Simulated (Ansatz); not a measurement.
# FeO (Wuestite) (Fm-3m) in Ansatz: further runs, part 2 of 2

Ansatz 0.2.0. The steps go on from the part before.

## (3) Band structure, PBE, collinear spin, ferromagnetic start

Input file input.yaml:

```yaml
crystal:
  lattice:
    - [0.0, 2.1554, 2.1554]
    - [2.1554, 0.0, 2.1554]
    - [2.1554, 2.1554, 0.0]
  atoms:
    - { symbol: Fe, position: [0.0, 0.0, 0.0], spin: 3.0 }
    - { symbol: O, position: [0.5, 0.5, 0.5] }
kpoints:
  mp_grid: { grid: [11, 11, 11] }
  band_path:
    path:
      - [0.0, 0.0, 0.0]
      - [0.5, 0.0, 0.5]
      - [0.5, 0.25, 0.75]
      - [0.375, 0.375, 0.75]
      - [0.0, 0.0, 0.0]
      - [0.5, 0.5, 0.5]
      - [0.625, 0.25, 0.625]
      - [0.5, 0.25, 0.75]
    npoints: 10
scf:
  occupations: { method: fermi_dirac, width: 0.05 }
hamiltonian:
  xc: pbe
  pseudopotentials: { kind: all_electron, lapw: { basis_error: 0.001 } }
magnetization:
  spin_polarized: true
output:
  forces: true
  stress: true
  eigenvalues: true
```

Potentials or basis: all-electron LAPW, scalar-relativistic.

The run is started by

```
$ ansatz run input.yaml --threads 2 --pin off --max-ram 6144MiB --backend cpu --events-out ev --progress --plain --runs-dir out
```

Wall time 14 s (2 threads of Intel Xeon Platinum 8375C at 2.90GHz (Ice Lake), shared host); peak memory 0.47 GiB.

The run converged. Its results:

| Item | Value |
| --- | --- |
| Free energy | -36681.6939 eV |
| Pressure | -0.3 GPa |
| Band gap along the path | none (metal or under the smearing width) |
| Net moment | 4.00 μB per cell |
| Absolute moment | 4.01 μB per cell |
| Site moments | Fe +3.62; O +0.32 μB |

Levels at the corners of the path, in eV from the Fermi level:
Spin up:
```tsv
point	band 12	band 13	band 14	band 15	band 16	band 17
Γ	-3.87	-3.68	-3.68	0.01	15.22	16.94
X	-2.81	-2.78	-2.78	5.20	8.65	10.71
W	-2.93	-2.78	-1.74	7.37	8.91	8.91
K	-2.64	-2.48	-1.72	6.71	8.66	8.67
Γ	-3.87	-3.68	-3.68	0.01	15.22	16.94
L	-2.49	-0.36	-0.36	3.99	8.40	12.44
U	-2.64	-2.48	-1.72	6.71	8.66	8.67
W	-2.93	-2.78	-1.74	7.37	8.91	8.91
```
Spin down:
```csv
point,band 8,band 9,band 10,band 11,band 12,band 13
Γ,-3.33,-3.33,-0.74,-0.74,-0.74,0.23
X,-4.50,-4.50,-2.13,0.75,0.75,0.79
W,-6.16,-5.59,-0.05,-0.05,0.76,1.10
K,-6.18,-4.91,-0.81,0.57,0.67,1.34
Γ,-3.33,-3.33,-0.74,-0.74,-0.74,0.23
L,-5.20,-5.20,0.41,0.41,0.60,2.82
U,-6.18,-4.91,-0.81,0.57,0.67,1.34
W,-6.16,-5.59,-0.05,-0.05,0.76,1.10
```

Caveat: a cell with one magnetic atom can't hold antiferromagnetic order, which such compounds often take; semilocal functionals often make such compounds metallic where correlation or magnetic order opens a gap, which also shifts bond lengths.

## (4) Band structure, LDA, collinear spin, ferromagnetic start

input.yaml, as its differences from that of step 3:

```diff
@@ -24,3 +24,3 @@
 hamiltonian:
-  xc: pbe
+  xc: lda
   pseudopotentials: { kind: all_electron, lapw: { basis_error: 0.001 } }
```

The run is started by

```
$ ansatz run input.yaml --threads 2 --pin off --max-ram 6144MiB --backend cpu --events-out ev --progress --plain --runs-dir out
```

It took 14 s on 2 threads of Intel Xeon Platinum 8375C at 2.90GHz (Ice Lake), shared host; peak memory 0.48 GiB.

Results (log left out):

* Free energy: -36608.8825 eV
* Pressure: -15.6 GPa
* Band gap along the path: none (metal or under the smearing width)
* Net moment: 4.00 μB per cell
* Absolute moment: 4.00 μB per cell
* Site moments: Fe +3.59; O +0.34 μB

Levels at the corners of the path, in eV from the Fermi level:
Spin up:
```csv
point,band 10,band 11,band 12,band 13,band 14,band 15,band 16,band 17,band 18
Γ,-3.74,-3.74,-3.74,-3.47,-3.47,0.08,15.12,16.86,16.86
X,-4.69,-3.07,-2.61,-2.61,-2.55,5.13,8.57,10.68,14.48
W,-2.89,-2.89,-2.68,-2.61,-1.56,7.30,8.84,8.84,11.62
K,-3.53,-2.75,-2.48,-2.26,-1.54,6.63,8.59,8.62,13.89
Γ,-3.74,-3.74,-3.74,-3.47,-3.47,0.08,15.12,16.86,16.86
L,-2.89,-2.89,-2.35,-0.19,-0.19,3.95,8.34,12.31,12.31
U,-3.53,-2.75,-2.48,-2.26,-1.54,6.63,8.59,8.62,13.89
W,-2.89,-2.89,-2.68,-2.61,-1.56,7.30,8.84,8.84,11.62
```
Spin down:
| point | band 8 | band 9 | band 10 | band 11 | band 12 | band 13 |
| --- | --- | --- | --- | --- | --- | --- |
| Γ | -3.25 | -3.25 | -0.74 | -0.74 | -0.74 | 0.01 |
| X | -4.42 | -4.42 | -2.14 | 0.56 | 0.77 | 0.77 |
| W | -6.09 | -5.57 | -0.03 | -0.03 | 0.78 | 0.91 |
| K | -6.13 | -4.87 | -0.81 | 0.59 | 0.69 | 1.16 |
| Γ | -3.25 | -3.25 | -0.74 | -0.74 | -0.74 | 0.01 |
| L | -5.20 | -5.20 | 0.41 | 0.41 | 0.62 | 2.69 |
| U | -6.13 | -4.87 | -0.81 | 0.59 | 0.69 | 1.16 |
| W | -6.09 | -5.57 | -0.03 | -0.03 | 0.78 | 0.91 |

Caveat: a cell with one magnetic atom can't hold antiferromagnetic order, which such compounds often take; semilocal functionals often make such compounds metallic where correlation or magnetic order opens a gap, which also shifts bond lengths.

## (5) Band structure, PBEsol, collinear spin, ferromagnetic start

input.yaml, as its differences from that of step 4:

```diff
@@ -24,3 +24,3 @@
 hamiltonian:
-  xc: lda
+  xc: pbesol
   pseudopotentials: { kind: all_electron, lapw: { basis_error: 0.001 } }
```

The run is started by

```
$ ansatz run input.yaml --threads 2 --pin off --max-ram 6144MiB --backend cpu --events-out ev --progress --plain --runs-dir out
```

Run time: 15 s. Hardware: 2 threads of Intel Xeon Platinum 8375C at 2.90GHz (Ice Lake), shared host; peak memory 0.47 GiB.

The run converged. Its results:

- Free energy: -36643.4094 eV
- Pressure: -8.6 GPa
- Band gap along the path: none (metal or under the smearing width)
- Net moment: 4.00 μB per cell
- Absolute moment: 4.01 μB per cell
- Site moments: Fe +3.62; O +0.32 μB

Levels at the corners of the path, in eV from the Fermi level:
Spin up:
```
point  band 11  band 12  band 13  band 14  band 15  band 16  band 17  band 18
    Γ    -3.88    -3.88    -3.67    -3.67    -0.09    14.99    16.77    16.77
    X    -3.27    -2.77    -2.77    -2.77     5.08     8.52    10.55    14.46
    W    -3.03    -2.89    -2.77    -1.73     7.27     8.77     8.77    11.55
    K    -2.91    -2.63    -2.46    -1.71     6.59     8.53     8.53    13.87
    Γ    -3.88    -3.88    -3.67    -3.67    -0.09    14.99    16.77    16.77
    L    -3.05    -2.49    -0.34    -0.34     3.83     8.31    12.27    12.27
    U    -2.91    -2.63    -2.46    -1.71     6.59     8.53     8.53    13.87
    W    -3.03    -2.89    -2.77    -1.73     7.27     8.77     8.77    11.55
```
Spin down:
| point | band 7 | band 8 | band 9 | band 10 | band 11 | band 12 | band 13 | band 14 |
| --- | --- | --- | --- | --- | --- | --- | --- | --- |
| Γ | -3.33 | -3.33 | -3.33 | -0.74 | -0.74 | -0.74 | 0.14 | 0.14 |
| X | -7.00 | -4.52 | -4.52 | -2.17 | 0.70 | 0.78 | 0.78 | 1.12 |
| W | -6.20 | -6.20 | -5.63 | -0.04 | -0.04 | 0.78 | 1.03 | 1.78 |
| K | -6.61 | -6.22 | -4.93 | -0.82 | 0.59 | 0.69 | 1.27 | 1.73 |
| Γ | -3.33 | -3.33 | -3.33 | -0.74 | -0.74 | -0.74 | 0.14 | 0.14 |
| L | -8.13 | -5.24 | -5.24 | 0.42 | 0.42 | 0.61 | 2.77 | 2.77 |
| U | -6.61 | -6.22 | -4.93 | -0.82 | 0.59 | 0.69 | 1.27 | 1.73 |
| W | -6.20 | -6.20 | -5.63 | -0.04 | -0.04 | 0.78 | 1.03 | 1.78 |

Caveat: a cell with one magnetic atom can't hold antiferromagnetic order, which such compounds often take; semilocal functionals often make such compounds metallic where correlation or magnetic order opens a gap, which also shifts bond lengths.

## (6) Overview

| task | level | k mesh | cutoff (eV) | pressure (GPa) | moment (μB) |
| --- | --- | --- | --- | --- | --- |
| elastic constants | LDA | 8 × 8 × 8 | 373 | -15.6 | 4.00 |
| band structure | PBE | 11 × 11 × 11 | 349 | -0.3 | 4.00 |
| band structure | LDA | 11 × 11 × 11 | 349 | -15.6 | 4.00 |
| band structure | PBEsol | 11 × 11 × 11 | 349 | -8.6 | 4.00 |

Alike in all rows: potentials or basis all-electron LAPW, scalar-relativistic; spin collinear, ferromagnetic start; cell as given; smearing fermi-dirac 0.05 eV; basis error allowed 0.001 eV/atom.

The pressure there spans -15.6 GPa (LDA) to -0.3 GPa (PBE); a positive pressure means that this level wants a larger cell, a negative one a smaller.

Caveats: a cell with one magnetic atom can't hold antiferromagnetic order, which such compounds often take; semilocal functionals often make such compounds metallic where correlation or magnetic order opens a gap, which also shifts bond lengths; the k mesh is thin for a metal, which can move the energy by tens of meV per atom (some runs); a metal's response needs a denser mesh (some runs); the cell is more than 3 GPa from zero pressure, which shifts response properties (some runs); elastic constants of metals need much finer meshes, so these are rough (some runs); so large a pressure means that the cell lies far from this level's equilibrium, or that cutoff or potentials fall short (some runs).

Compare energies only between runs with the same functional and basis.

## (7) How close it comes

Step 2. Against the measured gap of FeO, 2.4 eV (optical; quoted in “W\"ustite: Electric, thermodynamic and optical properties of FeO”, 2012, arxiv:1203.1201), the calculated 0.00 eV is off by -2.40 eV. So large a miss can be the level of theory's own, or it may mean another phase, state or a wrong row. The value is that of LDA on a finite k mesh, which can miss the band edges, without temperature or zero-point motion. Semilocal functionals fall short of measured gaps as a rule. The run's magnetic order (collinear spin, ferromagnetic start) needn't be the measured crystal's.

Step 3. Against the measured gap of FeO, 2.4 eV (optical; quoted in “W\"ustite: Electric, thermodynamic and optical properties of FeO”, 2012, arxiv:1203.1201), the calculated 0.00 eV is off by -2.40 eV. So large a miss can be the level of theory's own, or it may mean another phase, state or a wrong row. The value is that of PBE, without temperature or zero-point motion. Semilocal functionals fall short of measured gaps as a rule. The run's magnetic order (collinear spin, ferromagnetic start) needn't be the measured crystal's.

Step 4. Against the measured gap of FeO, 2.4 eV (optical; quoted in “W\"ustite: Electric, thermodynamic and optical properties of FeO”, 2012, arxiv:1203.1201), the calculated 0.00 eV is off by -2.40 eV. So large a miss can be the level of theory's own, or it may mean another phase, state or a wrong row. The value is that of LDA, without temperature or zero-point motion. Semilocal functionals fall short of measured gaps as a rule. The run's magnetic order (collinear spin, ferromagnetic start) needn't be the measured crystal's.

Step 5. Against the measured gap of FeO, 2.4 eV (optical; quoted in “W\"ustite: Electric, thermodynamic and optical properties of FeO”, 2012, arxiv:1203.1201), the calculated 0.00 eV is off by -2.40 eV. So large a miss can be the level of theory's own, or it may mean another phase, state or a wrong row. The value is that of PBEsol, without temperature or zero-point motion. Semilocal functionals fall short of measured gaps as a rule. The run's magnetic order (collinear spin, ferromagnetic start) needn't be the measured crystal's.
